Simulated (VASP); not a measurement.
AgBr: elastic constants with vdW-DF2

AgBr:

```
CELL_PARAMETERS angstrom
0.00000 2.87015 2.87015
2.87015 0.00000 2.87015
2.87015 2.87015 0.00000
ATOMIC_POSITIONS crystal
Ag 0.00000 0.00000 0.00000
Br 0.50000 0.50000 0.50000
```

```json
{
  "Program": "VASP 6.6.1",
  "Task": "elastic constants",
  "Functional": "vdW-DF2",
  "Potentials or basis": "VASP PAW PBE potentials, release 64 (Ag, Br)",
  "Cutoff": "580 eV",
  "k mesh": "6 × 6 × 6",
  "Occupations": "gaussian, width 0.05 eV",
  "Spin": "no spin polarisation",
  "Ions in elastic constants": "relaxed",
  "Further INCAR settings": "ALGO = Normal; EDIFF = 1e-08; IBRION = 6; POTIM = 0.015; NSW = 1; ISIF = 3"
}
```

```
Relaxed volume                                          : 27.49 Å³/atom
Relaxed cell                                            : a = 4.268 Å, b = 4.268 Å, c = 4.268 Å, α = 60.00°, β = 60.00°, γ = 60.00°
Space group after relaxing (to 0.05 Å)                  : Fm-3m (No. 225)
Elastic constants C11, C12, C44                         : 49, 27, 8 GPa
Voigt bulk modulus                                      : 34 GPa
Highest phonon frequency at Γ, LO-TO splitting left out : 68 cm⁻¹
```

The path:
| step | energy change (eV) | largest force (eV/Å) | pressure (GPa) | volume (Å³) |
| --- | --- | --- | --- | --- |
| 1 | 0.0000 | 0.0000 | 7.59 | 47.29 |
| 2 | -0.1562 | 0.0000 | -0.24 | 55.37 |
| 3 | -0.1565 | 0.0000 | 0.02 | 54.95 |
| 4 | -0.1564 | 0.0000 | -0.08 | 55.11 |
| 5 | -0.1565 | 0.0000 | -0.01 | 55.01 |
| 6 | -0.1565 | 0.0000 | 0.00 | 54.99 |

Final structure:
```yaml
crystal:
  lattice:
    - [0.00000, 3.01819, 3.01819]
    - [3.01819, 0.00000, 3.01819]
    - [3.01819, 3.01819, 0.00000]
  atoms:
    - { symbol: Ag, position: [0.00000, 0.00000, 0.00000] }
    - { symbol: Br, position: [0.50000, 0.50000, 0.50000] }
```

Phonon frequencies in cm⁻¹ (negative: imaginary):
```csv
q point,frequencies
"(0.000, 0.000, 0.000)",0 0 0 68 68 68
```

Elastic tensor in Voigt notation (GPa, in the Cartesian axes of the cell as first typed):
```
49 27 27  0  0  0
27 49 27  0  0  0
27 27 49  0  0  0
 0  0  0  8  0  0
 0  0  0  0  8  0
 0  0  0  0  0  8
```

Clamped-ion elastic tensor (GPa):
```
49 27 27  0  0  0
27 49 27  0  0  0
27 27 49  0  0  0
 0  0  0  8  0  0
 0  0  0  0  8  0
 0  0  0  0  0  8
```

It took 18 min on 1 thread of AMD EPYC 9R45 96-Core Processor (Zen 5), on a shared host, peak memory 0.48 GiB.

Caveat: the volume moved by over 15 % at a fixed basis, so the end points are rough; the PAW data sets were made with another functional, which shifts forces and pressure a little.
